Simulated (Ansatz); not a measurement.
# Cu: a tetragonal deformation path

One table from this session's results is given with a row withheld; the runs are named, their logs left out.

Computed with Ansatz 0.2.0 (DFT PBE, scalar-relativistic, plane waves, PAW, unless a step's input says otherwise).

**The starting structure**

It takes space group Fm-3m (No. 225, cubic). Conventional cell: a = 3.615 Å, b = 3.615 Å, c = 3.615 Å, α = 90.00°, β = 90.00°, γ = 90.00°. Cu (site symmetry m-3m) has 12 Cu at 2.56 Å as nearest neighbours.

Structure file:

```
Cu
1.0
     0.00000    1.80750    1.80750
     1.80750    0.00000    1.80750
     1.80750    1.80750    0.00000
Cu
1
Direct
  0.00000 0.00000 0.00000
```

No relaxation comes first: the listed cell is the starting point.

Set-up of the first run:

Contents of input.yaml:

```yaml
crystal:
  lattice:
    - [0.0, 1.8075, 1.8075]
    - [1.8075, 0.0, 1.8075]
    - [1.8075, 1.8075, 0.0]
  atoms:
    - { symbol: Cu, position: [0.0, 0.0, 0.0] }
basis:
  ecutwfc: 420
kpoints:
  mp_grid: { grid: [24, 24, 24] }
hamiltonian:
  xc: pbe
scf:
  occupations: { method: gaussian, width: 0.15 }
output:
  forces: true
  stress: true
  eigenvalues: true
```

The run is started by

```console
> ansatz run input.yaml --threads 1 --pin off --max-ram 1228MiB --backend cpu --events-out ev --progress --plain --runs-dir out
```

Steps of the session up to this table: Zero of the scan; Point ρ = 0.707; Point ρ = 1.414; Point ρ = 0.850; ρ = 1.200; ρ = 0.780; ρ = 1.300; ρ = 0.920; ρ = 1.100; Point ρ = 0.650; At ρ = 1.500; ρ = 0.960; ρ = 1.050.

One table of the session follows, with a row left open; its other results are not shown here.

The scan, with free energies counted from the undisturbed cell:

| ρ | ΔE (meV/atom) | pressure (GPa) |
| --- | --- | --- |
| 0.650 | 38.2 | 2.5 |
| 0.707 | 38.3 | 2.3 |
| 0.780 | 34.0 | 2.4 |
| 0.850 | 21.8 | 2.2 |
| 0.920 | 8.1 | 2.0 |
| 0.960 | 2.3 | 1.8 |
| 1.000 | 0.0 | 1.8 |
| 1.050 | 3.9 | 1.9 |
| 1.100 | 16.6 | 2.2 |
| 1.200 | 70.1 | 3.8 |
| 1.300 | 166.2 | 7.1 |
| 1.414 | ? | ? |
| 1.500 | 482.6 | 18.5 |

Estimate the missing values for ρ = 1.414.

Worked estimate for «ΔE (meV/atom)». A straight line through the neighbours (1.300, 166.2) and (1.500, 482.6) gives 166.2 + (482.6 − 166.2) × (1.414 − 1.300) / (1.500 − 1.300) = 346.5; a parabola fitted to 3 rows on both sides gives 326.3.

As computed: ΔE (meV/atom): 327.1; pressure (GPa): 12.9. In «ΔE (meV/atom)» the line misses by +19.4 and the parabola by -0.8.
